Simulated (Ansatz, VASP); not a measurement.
# Two plane-wave programs on SiC

```
Si C
1.0
     0.00000    2.18986    2.18986
     2.18986    0.00000    2.18986
     2.18986    2.18986    0.00000
Si C
1 1
Cartesian
  3.2848 3.2848 3.2848
  0.0000 0.0000 0.0000
```

Alike in both runs: functional PBE; k mesh 10 × 10 × 10; occupations gaussian, width 0.02 eV; no spin polarisation.

Ansatz relaxed the structure, and its values are those at the end. VASP's run is a single point on that final structure, the one shown.

|  | VASP | Ansatz |
| --- | --- | --- |
| version | VASP 6.6.1 | Ansatz 0.2.0 |
| potentials or method | VASP PAW PBE potentials, release 64 (Si, C) | scalar-relativistic, plane waves, PAW |
| plane-wave cutoff (eV) | 520 | 420 |
| valence electrons in the cell | 8 | 8 |

|  | VASP | Ansatz | Ansatz less VASP |
| --- | --- | --- | --- |
| gap on the k mesh at the Fermi level (eV) | 1.37 | 1.37 | +0.002 |
| least direct gap on the mesh (eV) | 4.53 | 4.53 | +0.003 |
| pressure (GPa) | 0.0 | 0.0 | +0.05 |

A k mesh can miss the band edges. As with any semilocal functional, this PBE gap is likely too small.
